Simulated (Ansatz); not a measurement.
# Sc under strains and displacements

Method: DFT PBE, scalar-relativistic, plane waves, PAW in Ansatz 0.2.0.

Cutoff 420 eV; k points 16×16×16 on the computed 1-atom cell (Γ-centred); Gaussian smearing, width 0.10 eV; no spin polarisation.

Reference cell:

```
Sc
1.0
     0.00000    2.27050    2.27050
     2.27050    0.00000    2.27050
     2.27050    2.27050    0.00000
Sc
1
Direct
  0.00000 0.00000 0.00000
```

Each variant moves atoms of this cell by the vectors given, if any (Å), and then applies a symmetric strain (tensor components, Cartesian axes). The reference cell isn't relaxed at this level. Energies are per atom at zero smearing, counted from the lowest variant. Pressure is positive in compression.

1. strain (xx yy zz yz xz xy, %) -1.47 -1.47 -1.47 0.00 0.00 0.00
2. strain (xx yy zz yz xz xy, %) 0.27 0.27 0.27 0.00 0.00 0.00
3. strain (xx yy zz yz xz xy, %) 0.59 0.59 0.59 0.00 0.00 0.00

```
result  ΔE (meV/atom) P (GPa)
     A            2.8     2.38
     B            0.0     1.83
     C           32.6     5.72
```

(1) Which variant gave which result?

Results:

(1) A is 2, B is 3, C is 1. The pressure falls as the cell grows: from the smallest volume to the largest the variants are 1, 2, 3.

This fcc form isn't the element's structure at ambient conditions.